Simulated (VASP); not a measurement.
# Cs (I4/mmm) in VASP: a series of runs

Runs on Cs. Level: PBE. Tasks: single point.

Everything below comes from runs of VASP 6.6.1. Logs are shortened: lines on timing, memory, paths and dates and some standing lists are left out, and cuts for length are marked.

## (1) The structure

The structure is tetragonal, space group I4/mmm (No. 139). Conventional cell: a = 5.500 Å, b = 5.500 Å, c = 8.194 Å, α = 90.00°, β = 90.00°, γ = 90.00°.

This isn't the form of Cs at room conditions, which is bcc.

## (2) Single point, PBE

INCAR reads:

```
PREC = Accurate
ENCUT = 350
EDIFF = 1E-6
ISMEAR = 1
SIGMA = 0.15
LREAL = False
LASPH = True
NELM = 100
ALGO = Normal
ISIF = 2
LWAVE = False
LCHARG = False
GGA = PE
NBANDS = 10
ADDGRID = False
```

KPOINTS reads:

```
regular mesh
0
Gamma
  4 4 4
```

POSCAR reads:

```
Cs
1.0
   -2.6528630000      2.7200140000      3.9488130000
    2.8833600000     -2.6988260000      4.0893020000
    2.7318000000      2.7777640000     -3.9345920000
Cs
1
Direct
    0.0073440000      0.0133040000      0.0001460000
```

Potentials or basis: VASP PAW PBE potentials, release 64 (Cs_sv).

Launch:

```sh
$ cat potpaw_PBE.64/Cs_sv/POTCAR > POTCAR
$ mpirun -np 1 vasp_std > vasp.out
```

OUTCAR:

```text
PREC = Accurate
   ENCUT = 350
   EDIFF = 1E-6
   ISMEAR = 1
   LREAL = False
   LASPH = True
   NELM = 100
   ISIF = 2
   GGA = PE

 Found     36 irreducible k-points:

 Following reciprocal coordinates:
            Coordinates               Weight
  0.000000  0.000000  0.000000      1.000000
  0.250000  0.000000  0.000000      2.000000
  0.500000  0.000000  0.000000      1.000000
  0.000000  0.250000  0.000000      2.000000
  0.250000  0.250000  0.000000      2.000000
  0.500000  0.250000  0.000000      2.000000
   k-points           NKPTS =     36   k-points in BZ     NKDIM =     36   number of bands    NBANDS=     10
   number of dos      NEDOS =    301   number of ions     NIONS =      1
   total plane-waves  NPLWV =  46656
   dimension x,y,z NGX =    36 NGY =   36 NGZ =   36
   dimension x,y,z NGXF=    72 NGYF=   72 NGZF=   72
   ions per type =               1
   NGX,Y,Z   is equivalent  to a cutoff of  10.92, 10.53, 10.81 a.u.
   NGXF,Y,Z  is equivalent  to a cutoff of  21.84, 21.05, 21.62 a.u.
 SYSTEM =  unknown system
   PREC   = accura    normal or accurate (medium, high low for compatibility)
   ISTART =      0    job   : 0-new  1-cont  2-samecut
   ICHARG =      2    charge: 1-file 2-atom 10-const
   ISPIN  =      1    spin polarized calculation?
   LNONCOLLINEAR =      F non collinear calculations
   LSORBIT =      F    spin-orbit coupling
   LASPH  =      T    aspherical Exc in radial PAW
   ENCUT  =  350.0 eV  25.72 Ry    5.07 a.u.   8.36  8.67  8.45*2*pi/ulx,y,z
   NELM   =    100;   NELMIN=  2; NELMDL= -5     # of ELM steps
   EDIFF  = 0.1E-05   stopping-criterion for ELM
   LREAL  =      F    real-space projection
   EDIFFG = 0.1E-04   stopping-criterion for IOM
   NSW    =      0    number of steps for IOM
   IBRION =     -1    ionic relax: 0-MD 1-quasi-New 2-CG
   NFREE  =      0    steps in history (QN), initial steepest desc. (CG)
   ISIF   =      2    stress and relaxation
   ISYM   =      2    0-nonsym 1-usesym 2-fastsym
   POTIM  = 0.5000    time-step for ionic-motion
   TEBEG  =    0.0;   TEEND  =   0.0 temperature during run
   PSTRESS=    0.0 pullay stress
   NELECT =       9.0000    total number of electrons
   NUPDOWN=      -1.0000    fix difference up-down
   EMIN   =  10.00;   EMAX   =-10.00  energy-range for DOS
   EFERMI =   0.00;   METHOD = LEGACY
   ISMEAR =     1;   SIGMA  =   0.15  broadening in eV -4-tet -1-fermi 0-gaus
   EFERMI_NEDOS =   21; number of points for ismear=-14 and -15
   IALGO  =     38    algorithm
   IMIX   =      4    mixing-type and parameters
     AMIX     =   0.40;   BMIX     =  1.00
     AMIX_MAG =   1.60;   BMIX_MAG =  1.00
  volume/ion in A,a.u.               =     123.95       836.44
  Fermi-wavevector in a.u.,A,eV,Ry     =   0.682981  1.290648  6.346621  0.466464
  Thomas-Fermi vector in A             =   1.762213
   LORBIT       =      0    0 simple, 1 ext, 2 COOP (PROOUT), +10 PAW based schemes
   GGA     = PE    functional components
   LHFCALC =     F    Hartree Fock is set to
   AEXX    =    0.0000 exact exchange contribution
   IVDW    =     0    specifies the selected vdW correction
   LEPSILON=     F    determine dielectric tensor
   LRPA    =     F    only Hartree local field effects (RPA)
 non-spin polarized calculation
 Methfessel and Paxton  Order N= 1 SIGMA  =   0.15
  energy-cutoff  :      350.00
  volume of cell :      123.95
 maximum number of plane-waves:      1860
 NGX is ok and might be reduce to    36

 number of electron       9.0000000 magnetization

 Free energy of the ion-electron system (eV)
  ---------------------------------------------------
  ext. energy  EPLUGINS =         0.00000000
  ---------------------------------------------------
  free energy    TOTEN  =        -0.81498178 eV

  energy without entropy =       -0.81666529  energy(sigma->0) =       -0.81554295

 E-fermi :   0.3540     XC(G=0):  -5.2179

 val. band max:        0.3181003871   @ k =   0.5000   0.0000   0.5000
 cond. band min:       0.3766603367   @ k =  -0.2500   0.5000   0.2500
 fundamental gap:      0.0585599496
 Fermi energy:         0.3539592757

 k-point     1 :       0.0000    0.0000    0.0000
  band No.  band energies     occupation
      1     -23.6128      2.00000
      2     -10.3747      2.00000
      3     -10.3664      2.00000
      4     -10.3649      2.00000
      5      -1.3262      2.00000
      6       2.4864     -0.00000
      7       2.7479     -0.00000
      8       2.8014     -0.00000
      9       3.6143      0.00000
     10       3.7980      0.00000

 k-point     2 :       0.2500    0.0000    0.0000
  band No.  band energies     occupation
      1     -23.6106      2.00000
      2     -10.4228      2.00000
      3     -10.3783      2.00000
      4     -10.3756      2.00000
      5      -0.7464      2.00000
      6       1.8967     -0.00000
      7       2.6599     -0.00000
      8       2.8513     -0.00000
      9       3.5697      0.00000
     10       3.6212      0.00000

 k-point     3 :       0.5000    0.0000    0.0000
  band No.  band energies     occupation
      1     -23.6083      2.00000
      2     -10.4774      2.00000
      3     -10.3862      2.00000
      4     -10.3821      2.00000
      5       0.2808      1.72679
      6       1.0012     -0.00000
      7       2.4692     -0.00000
      8       2.6215     -0.00000
      9       4.1404      0.00000
     10       4.6791      0.00000

 k-point     4 :       0.0000    0.2500    0.0000
  band No.  band energies     occupation
      1     -23.6112      2.00000
      2     -10.4210      2.00000
      3     -10.3721      2.00000
      4     -10.3701      2.00000
      5      -0.7933      2.00000
      6       1.7640     -0.00000
      7       2.7637     -0.00000
      8       2.8345     -0.00000
      9       3.6887      0.00000
     10       3.7268      0.00000

 k-point     5 :       0.2500    0.2500    0.0000
  band No.  band energies     occupation
      1     -23.6089      2.00000
      2     -10.4348      2.00000
      3     -10.4152      2.00000
      4     -10.3824      2.00000
      5       0.0038      2.00470
      6       1.6368     -0.00000
      7       1.8042     -0.00000
      8       3.0153     -0.00000
      9       3.5426      0.00000
     10       4.1072      0.00000

 k-point     6 :       0.5000    0.2500    0.0000
  band No.  band energies     occupation
      1     -23.6075      2.00000
      2     -10.4659      2.00000
      3     -10.4072      2.00000
      4     -10.3958      2.00000
      5       0.5332     -0.07063
      6       1.1673     -0.00000
      7       1.8959     -0.00000
      8       3.0761     -0.00000
      9       3.4164      0.00000
     10       4.6477      0.00000

 [... further k-points ...]

------------------------ aborting loop because EDIFF is reached ----------------------------------------

  FORCE on cell =-STRESS in cart. coord.  units (eV):
  Direction    XX          YY          ZZ          XY          YZ          ZX
  --------------------------------------------------------------------------------------
  -------------------------------------------------------------------------------------
  Total       -0.1001267     -0.0660768     -0.0687543      0.0019584      0.0034249     -0.0331459
  in kB       -1.2942553     -0.8541202     -0.8887308      0.0253148      0.0442705     -0.4284501
  external PRESSURE =      -1.0123688 kB  Pullay stress =       0.0000000 kB

 VOLUME and BASIS-vectors are now :
 -----------------------------------------------------------------------------
  energy-cutoff  :      350.00
  volume of cell :      123.95
      direct lattice vectors                 reciprocal lattice vectors
    -2.652863000  2.720014000  3.948813000    -0.005972949  0.181656419  0.124099719
     2.883360000 -2.698826000  4.089302000     0.174839185 -0.002819191  0.119401107
     2.731800000  2.777764000 -3.934592000     0.175719406  0.179382947 -0.005511685

 POSITION                                       TOTAL-FORCE (eV/Angst)
 -----------------------------------------------------------------------------------
      0.01928     -0.01552      0.08283         0.000000      0.000000     -0.000000
 -----------------------------------------------------------------------------------
    total drift:                               -0.000002     -0.000000      0.000002

  FREE ENERGIE OF THE ION-ELECTRON SYSTEM (eV)
  ---------------------------------------------------
  free  energy   TOTEN  =        -0.8149817781 eV

  energy  without entropy=       -0.8166652922  energy(sigma->0) =       -0.81554295
```

Wall time 10 s (1 thread of Intel Xeon Platinum 8488C (Sapphire Rapids), shared host); peak memory 0.19 GiB.

The run converged, but some of its settings lie outside the range that counts as converged, so its numbers aren't taken as properties of the crystal.

What came out:

| Item | Value |
| --- | --- |
| Free energy | -0.8150 eV |
| Pressure | -0.1 GPa |
| Band gap on the k mesh | none (metal or under the smearing width) |

Caveat: the k mesh is coarse (spacing up to 0.39 Å⁻¹), so the values aren't converged.

## (3) Single point, PBE

This run uses another cell than the first one, of the same volume but with other edges.

Edit INCAR of step 2 so:

```diff
@@ -1,3 +1,3 @@
 PREC = Accurate
-ENCUT = 350
+ENCUT = 250
 EDIFF = 1E-6
```

KPOINTS reads:

```
regular mesh
0
Gamma
  5 5 5
```

POSCAR reads:

```
Cs
1.0
   -2.7500754600      2.7500754600      4.0972389800
    2.7500754600     -2.7500754600      4.0972389800
    2.7500754600      2.7500754600     -4.0972389800
Cs
1
Direct
    0.0000000000      0.0000000000      0.0000000000
```

Potentials or basis: VASP PAW PBE potentials, release 64 (Cs_sv).

Launch:

```sh
$ cat potpaw_PBE.64/Cs_sv/POTCAR > POTCAR
$ mpirun -np 1 vasp_std > vasp.out
```

Run time: 4.8 s. Hardware: 1 thread of Intel Xeon Platinum 8488C (Sapphire Rapids), shared host; peak memory 0.16 GiB.

The run converged, but some of its settings lie outside the range that counts as converged, so its numbers aren't taken as properties of the crystal.

What came out:

```yaml
Free_energy: -0.8721 eV
Band_gap_on_the_k_mesh: none (metal or under the smearing width)
```

Caveat: the cutoff is under 1.25 times the usual one of these potentials, so pressure, stress and relaxed cells hold a basis-set (Pulay) error.

## (4) For comparison

An earlier run on the cell as given: functional PBE; potentials or basis VASP PAW PBE potentials, release 64 (Cs_sv); cutoff 520 eV; k mesh 7 × 7 × 7; occupations fermi-dirac, width 0.05 eV; no spin polarisation.

* Pressure: -0.1 GPa
* Band gap on the k mesh: none (metal or under the smearing width)
